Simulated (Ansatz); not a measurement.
**SiC: a sublattice moved along a line**

Level of theory: Ansatz 0.2.0, DFT r2SCAN, scalar-relativistic, plane waves, PAW. The runs took a 500 eV cutoff, a Γ-centred 12×12×6 mesh and Gaussian smearing (0.05 eV). No spin polarisation. Energies are free energies at this smearing, counted from the undisturbed cell; pressure is positive in compression.

Reference structure (relaxed at this level):

```xyz
4
Lattice="3.0752 0.0000 0.0000 -1.5376 2.6632 0.0000 0.0000 0.0000 5.0482" Properties=species:S:1:pos:R:3 pbc="T T T"
Si    0.0000    1.7755    0.0232
Si    1.5376    0.8877    2.5473
C     0.0000    1.7755    1.9203
C     1.5376    0.8877    4.4444
```

Every Si atom is moved by x along the Cartesian unit vector (-0.817, -0.471, -0.333); the cell and all other atoms stay fixed.

| x (Å) | ΔE (meV/cell) | force along x on the moved atoms (eV/Å) | pressure (GPa) | gap on the mesh (eV) |
| --- | --- | --- | --- | --- |
| -0.5000 | 3781.5 | 13.24 | 23.5 | 0.28 |
| -0.2500 | 1077.3 | 8.04 | 6.6 | 1.39 |
| 0.0000 | 0.0 | 0.00 | 0.0 | 2.65 |
| 0.1250 | 331.3 | -5.49 | 2.2 | 2.43 |
| 0.3750 | 3508.3 | -21.39 | 23.1 | 1.50 |